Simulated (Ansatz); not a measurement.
# Cu3N (copper nitride): the cost of one run

Program: Ansatz 0.2.0. Level of theory: DFT PBE, scalar-relativistic, plane waves, PAW, and further levels as typed in the inputs. These are calculated values, not measurements.

## (1) Starting point

The structure is cubic, space group Pm-3m (No. 221). The conventional cell has a = 3.820 Å, b = 3.820 Å, c = 3.820 Å, α = 90.00°, β = 90.00°, γ = 90.00°. Around Cu (site symmetry 4/mmm) lie 2 N at 1.91 Å. N (site symmetry m-3m) is surrounded by 6 Cu at 1.91 Å.

As a file:

```xyz
4
Lattice="3.8200 0.0000 0.0000 0.0000 3.8200 0.0000 0.0000 0.0000 3.8200" Properties=species:S:1:pos:R:3 pbc="T T T"
Cu    1.9100    0.0000    0.0000
Cu    0.0000    1.9100    0.0000
Cu    0.0000    0.0000    1.9100
N     0.0000    0.0000    0.0000
```

## (2) Single point: Cu3N (copper nitride), no spin

input.yaml

```yaml
crystal:
  lattice:
    - [3.82, 0.0, 0.0]
    - [0.0, 3.82, 0.0]
    - [0.0, 0.0, 3.82]
  atoms:
    - { symbol: Cu, position: [0.5, 0.0, 0.0] }
    - { symbol: Cu, position: [0.0, 0.5, 0.0] }
    - { symbol: Cu, position: [0.0, 0.0, 0.5] }
    - { symbol: "N", position: [0.0, 0.0, 0.0] }
scf:
  occupations: { method: fixed }
output:
  forces: true
  stress: true
  eigenvalues: true
hamiltonian:
  xc: pbe
kpoints:
  mp_grid: { grid: [8, 8, 8] }
```

The run is started by

```sh
> ansatz run input.yaml --threads 2 --pin off --max-ram 30720MiB --backend cpu --events-out ev --progress --plain --runs-dir out
```

Q: Estimate wall time and peak memory on 2 threads of Intel Xeon at 2.30GHz, shared host.

About 2.7 s, with a peak of 0.38 GiB.
